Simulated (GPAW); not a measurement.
Runs of GPAW 26.7.0 on N. The structure is cubic, space group Pa-3 (No. 205). Conventional cell: a = 5.561 Å, b = 5.561 Å, c = 5.561 Å, α = 90.00°, β = 90.00°, γ = 90.00°. N (site symmetry 3) has 1 N at 1.11 Å as nearest neighbours. 

```tsv
task	level	potentials or basis	band path	band points	gap on the mesh (eV)	pressure (GPa)	V0 of scaled cells (Å³/atom)	B0 (GPa)	largest force (eV/Å)
band structure	LDA	the program's PAW data sets (release 1.2.1) made for this functional, pw	GXMGRX,MR	60	(a)	-3.3	-	-	(c)
equation of state	LDA	the program's PAW data sets (release 1.2.1) made for this functional, pw	-	-	-	-	20.74	79	-
equation of state	PBEsol	PAW data sets generated in the run's folder for this functional, pw	-	-	-	-	(b)	74	-
band structure	PBEsol	PAW data sets generated in the run's folder for this functional, pw	GXMGRX,MR	60	7.24	-1.2	-	-	0.80
```

Alike in all rows: no spin polarisation; cell as given; k mesh 4 × 4 × 4; cutoff (eV) 800; smearing fermi-dirac 0.05 eV.

Fill in the values left out.

(a) 7.10; (b) 21.31; (c) 1.53.

Caveats: the cell was scaled at fixed shape and fractional positions, which overstates the stiffness of a crystal with free parameters, most of all of layers and chains (some runs); forces of over 1 eV/Å show positions far from the minimum, so gaps and moduli don't describe the material at rest (some runs).

Runs at the PBE level aren't shown here.
